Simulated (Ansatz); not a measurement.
Input and command of a plane-wave DFT calculation in Ansatz:

```yaml
crystal:
  lattice:
    - [5.338869, -0.046084, -0.149509]
    - [-0.046084, 5.682919, 0.125707]
    - [-0.149509, 0.125707, 5.029704]
  atoms:
    - { symbol: Ga, position: [0.4670651106, 0.8927305056, 0.9556989518] }
    - { symbol: Ga, position: [0.5624878828, 0.4004717838, 0.9332131015] }
    - { symbol: Ga, position: [0.3473177388, 0.565284877, 0.3654970475] }
    - { symbol: Ga, position: [0.8360682489, 0.6044147176, 0.362789696] }
    - { symbol: Ga, position: [0.5285799779, 0.1171438124, 0.4613274416] }
    - { symbol: Ga, position: [0.9254689272, 0.1195756029, 0.8481237839] }
    - { symbol: "N", position: [0.46479158, 0.7619570138, 0.6244751462] }
    - { symbol: "N", position: [0.7204525871, 0.1801461985, 0.1743633912] }
    - { symbol: "N", position: [0.2861027617, 0.2746659329, 0.2207718949] }
    - { symbol: "N", position: [0.0816967891, 0.9780256631, 0.5367093487] }
    - { symbol: "N", position: [0.1134497838, 0.7212325167, 0.0069377051] }
    - { symbol: "N", position: [0.8086596096, 0.4936684368, 0.7081109315] }
  symmetry: { detect: false }
basis:
  ecutwfc: 420
kpoints:
  mp_grid: { grid: [3, 2, 3], shift: [0.0, 0.5, 0.0] }
hamiltonian:
  xc: pbe
scf:
  occupations: { method: gaussian, width: 0.1 }
  lower_state_search: "off"
output:
  forces: true
  stress: true
  eigenvalues: true
relax:
  adjacent_minimum: "off"
  f_tol: 0.04
  max_steps: 70
  cell: { stress_tol: 0.3 }
```

```bash
ansatz run input.yaml --threads 2 --pin off --max-ram 5120MiB --backend cpu --events-out ev --progress --plain --runs-dir out
```

Processor: Intel(R) Xeon(R) Processor @ 2.50GHz (Skylake/Cascade Lake), 2 threads, on a host shared with other jobs.

Q: How long does it run, and how much memory does it take?

A: About 6.7 min on 2 threads of Intel(R) Xeon(R) Processor @ 2.50GHz (Skylake/Cascade Lake), with other jobs on the host, peak memory 0.49 GiB. It solves 66 bands at 9 k points (the mesh reduced by symmetry) with about 2935 plane waves (on the last cell), in 257 SCF iterations over 32 ionic steps.
